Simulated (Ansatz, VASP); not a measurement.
TaSi7 in VASP and in Ansatz

File INCAR:

```
PREC = Accurate ; ENCUT = 600
EDIFF = 1E-6 ; ISMEAR = 0
SIGMA = 0.1 ; LREAL = False
LASPH = True ; NELM = 80
ALGO = Normal ; ISIF = 3
LWAVE = False ; LCHARG = False
GGA = PE ; IBRION = 2
NSW = 90 ; EDIFFG = -0.04
```

Contents of KPOINTS:

```
regular mesh
0
Gamma
  4 4 4
```

File POSCAR:

```
TaSi7
1.0
    0.0000000000      4.1106028700      4.1106028700
    4.1106028700      0.0000000000      4.1106028700
    4.1106028700      4.1106028700      0.0000000000
Ta Si
1 7
Direct
    0.0000000000      0.0000000000      0.0000000000
    0.6950264300      0.3049735700      0.3049735700
    0.3049735700      0.6950264300      0.6950264300
    0.3049735700      0.6950264300      0.3049735700
    0.6950264300      0.3049735700      0.6950264300
    0.3049735700      0.3049735700      0.6950264300
    0.6950264300      0.6950264300      0.3049735700
    0.5000000000      0.5000000000      0.5000000000
```

Input for Ansatz:

```yaml
crystal:
  lattice:
    - [0.0, 4.11060287, 4.11060287]
    - [4.11060287, 0.0, 4.11060287]
    - [4.11060287, 4.11060287, 0.0]
  atoms:
    - { symbol: Ta, position: [0.0, 0.0, 0.0] }
    - { symbol: Si, position: [0.69502643, 0.30497357, 0.30497357] }
    - { symbol: Si, position: [0.30497357, 0.69502643, 0.69502643] }
    - { symbol: Si, position: [0.30497357, 0.69502643, 0.30497357] }
    - { symbol: Si, position: [0.69502643, 0.30497357, 0.69502643] }
    - { symbol: Si, position: [0.30497357, 0.30497357, 0.69502643] }
    - { symbol: Si, position: [0.69502643, 0.69502643, 0.30497357] }
    - { symbol: Si, position: [0.5, 0.5, 0.5] }
basis:
  ecutwfc: 420
kpoints:
  mp_grid: { grid: [4, 4, 4] }
hamiltonian:
  xc: pbe
scf:
  occupations: { method: gaussian, width: 0.1 }
  lower_state_search: "off"
output:
  forces: true
  stress: true
  eigenvalues: true
relax:
  adjacent_minimum: "off"
  f_tol: 0.04
  max_steps: 70
  cell: { stress_tol: 0.4 }
```

Alike in both runs: task relaxation of cell and atoms; functional PBE; k mesh 4 × 4 × 4; occupations gaussian, width 0.1 eV; no spin polarisation.

```csv
,VASP,Ansatz
version,VASP 6.6.1,Ansatz 0.2.0
potentials or method,"VASP PAW PBE potentials, release 64 (Ta_pv, Si)","scalar-relativistic, plane waves, PAW"
plane-wave cutoff (eV),600,420
valence electrons in the cell,39,41
```

Ansatz gave:

- gap on the k mesh at the Fermi level, each at its own relaxed structure (eV): none
- relaxed volume (Å³/atom): 27.21
- relaxed cell length with the largest relative difference (Å): 6.752
- energy change over the relaxation (meV/atom): -4886

Question: Estimate VASP's values.

Answer: gap on the k mesh at the Fermi level, each at its own relaxed structure (eV): none; relaxed volume (Å³/atom): 27.28; relaxed cell length with the largest relative difference (Å): 6.758; energy change over the relaxation (meV/atom): -4833.

A gap of «none» marks a metal or a gap that the smearing closes. The two sets of potentials don't hold the same shells in valence.

Caveats: the volume moved by over 15 % at a fixed basis, so the end points are rough (VASP). Spin-orbit coupling is left out, which matters for the levels of Ta.
